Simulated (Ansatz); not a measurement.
Wanted: the native input for an Ansatz 0.2.0 run.

```
Task                : electron localisation function
Functional          : B3LYP
Potentials or basis : Ansatz PAW
Cutoff              : 420 eV (not typed: the program's choice for these potentials)
k mesh              : 4 × 4 × 3
Occupations         : fermi-dirac, width 0.025 eV
Spin                : spin-orbit coupling, no magnetisation
```

Te:

```
CELL_PARAMETERS angstrom
4.12816 0.00000 0.00000
-2.06408 3.57510 0.00000
0.00000 0.00000 5.49093
ATOMIC_POSITIONS crystal
Te 0.73100 0.73100 0.50000
Te 0.00000 0.26900 0.83333
Te 0.26900 0.00000 0.16667
```

The cell isn't the ideal one: volume scaled by 0.8.

One way to write it, as run:

input.yaml

```yaml
crystal:
  lattice:
    - [4.1281641264, 0.0, 0.0]
    - [-2.0640820632, 3.5750950045, 0.0]
    - [0.0, 0.0, 5.4909253247]
  atoms:
    - { symbol: Te, position: [0.731, 0.731, 0.5] }
    - { symbol: Te, position: [0.0, 0.269, 0.8333333333] }
    - { symbol: Te, position: [0.269, 0.0, 0.1666666667] }
hamiltonian:
  xc: b3lyp
  pseudopotentials: { kind: paw_fr }
magnetization:
  noncollinear: true
  spin_orbit: true
kpoints:
  mp_grid: { grid: [4, 4, 3] }
scf:
  occupations: { method: fermi_dirac, width: 0.025 }
  initial_density: { chi_scale: 0.0 }
output:
  forces: true
  stress: true
  eigenvalues: true
  write_density: true
  write_potential: true
  elf: true
  volumetric_format: npy
```

Potentials or basis: Ansatz PAW.

Launch:

```console
$ ansatz run input.yaml --threads 2 --pin off --max-ram 5120MiB --backend cpu --events-out ev --progress --plain --runs-dir out
```

It gave:

```json
{
  "Pressure": "24.6 GPa",
  "Largest force": "1.347 eV/Å",
  "Band gap on the k mesh": "1.26 eV, indirect (least direct gap 2.00 eV)"
}
```

Caveat: the k mesh is coarse (spacing up to 0.44 Å⁻¹), so the values aren't converged, least of all with exact exchange; odd divisions of the mesh miss points on the zone boundary, where band edges often lie, so the gap on the mesh can be too wide; the PAW data sets come from PBE, with cores solved anew for the run's functional, which leaves a small shift of forces and pressure; the thresholds are loose for stress.

It took 2.1 min on 2 threads of Intel(R) Xeon(R) 6975P-C (Granite Rapids), with other jobs on the host, peak memory 1.8 GiB.
